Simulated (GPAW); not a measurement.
Runs of GPAW 26.7.0 on CuO (Tenorite). Symmetry: C2/c, No. 15, monoclinic system. The conventional cell has a = 4.684 Å, b = 3.423 Å, c = 5.129 Å, α = 90.00°, β = 99.54°, γ = 90.00°. Around Cu (site symmetry -1) lie 4 O at 1.95 to 1.96 Å. Around O (site symmetry 2) lie 4 Cu at 1.95 to 1.96 Å. 

```csv
k mesh,cutoff (eV),smearing,maxiter,convergence,gap on the mesh (eV),pressure (GPa),largest force (eV/Å)
8 × 8 × 4,600,fermi-dirac 0.05 eV,120,default,none,4.0,(a)
10 × 10 × 5,800,gaussian 0.022 eV,150,-,none,7.9,0.17
10 × 10 × 5,800,gaussian 0.023 eV,150,-,none,7.9,0.17
10 × 10 × 5,800,gaussian 0.011 eV,150,-,none,7.9,0.18
```

Alike in all rows: task single point; level PBE; potentials or basis GPAW PAW data sets (gpaw-data 1.2.1), pw; no spin polarisation; cell as given.

Estimate the missing entries.

(a) 0.19.

Caveats: with this Cu data set, volumes or pressures lay over 1.5 % or 2 GPa off other programs in two to four cells of ten; the run has no spin polarisation, though such a crystal can be magnetic; semilocal functionals often make such compounds metallic where correlation or magnetic order opens a gap, which also shifts bond lengths; the cutoff is short for stress and forces, so pressures can be off by a GPa or more (some runs).

A gap of «none» marks a metal or a gap under the smearing width.
